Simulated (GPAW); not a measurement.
Runs of GPAW 26.7.0 on AlN. The structure is cubic, space group F-43m (No. 216). The conventional cell has a = 4.368 Å, b = 4.368 Å, c = 4.368 Å, α = 90.00°, β = 90.00°, γ = 90.00°. Al (site symmetry -43m) is surrounded by 4 N at 1.89 Å. Around N (site symmetry -43m) lie 4 Al at 1.89 Å. Measurements of this composition are mostly on another form, of space group No. 186.

```csv
task,level,potentials or basis,cell,k mesh,cutoff (eV),smearing,maxiter,convergence,displacement,relaxed first,eigensolver,other keys,mesh quality,gap on the mesh (eV),pressure (GPa)
Born charges,revPBE+D3(op),"the program's PAW data sets (release 1.2.1) made for this functional, pw",atoms relaxed,6 × 6 × 6,680,fermi-dirac 0.01 eV,100,density=1e-06 eigenstates=1e-09,0.02,ions,davidson niter=2,"several, not listed",coarse,3.33,-1.7
electron localisation function,PBEsol,"PAW data sets generated in the run's folder for this functional, pw",as given,5 × 5 × 5,680,fermi-dirac 0.01 eV,150,-,-,-,-,-,coarse,3.76,0.0
band structure,vdW-DF2,"GPAW PAW data sets (gpaw-data 1.2.1), pw",as given,10 × 10 × 10,800,fermi-dirac 0.05 eV,150,-,-,-,-,-,not flagged,3.91,-
band structure,LDA,"JTH PAW 2.0, LDA, pw",as given,10 × 10 × 10,800,fermi-dirac 0.05 eV,150,-,-,-,-,-,not flagged,3.23,-4.2
band structure,vdW-DF,"GPAW PAW data sets (gpaw-data 1.2.1), pw",as given,10 × 10 × 10,800,fermi-dirac 0.05 eV,150,-,-,-,-,-,not flagged,(b),-
band structure,GLLB-SC,"the program's PAW data sets (release 1.2.1) made for this functional, pw",as given,10 × 10 × 10,800,fermi-dirac 0.05 eV,150,-,-,-,-,-,not flagged,6.01,-
band structure,LDA,"the program's PAW data sets (release 1.2.1) made for this functional, pw",as given,10 × 10 × 10,800,fermi-dirac 0.05 eV,150,-,-,-,-,-,not flagged,(a),-2.9
```

Alike in all rows: no spin polarisation.

Problem. Estimate the missing entries.

Solution. (a) 3.24; (b) 3.65.

Caveats: some runs use coarse meshes; the cutoff is short for stress and forces, so pressures can be off by a GPa or more (some runs); the PAW data sets were made with another functional, which shifts forces and pressure a little (some runs); the LO-TO splitting is left out (some runs); an odd mesh through Γ misses points on the zone boundary, where band edges often lie (some runs); the program truncates these outside data sets (some runs); the GLLB-SC gap is the Kohn-Sham gap of the path plus the derivative discontinuity (some runs); a model potential gives levels but no total energy (some runs).

Runs at the PBE level aren't shown here.
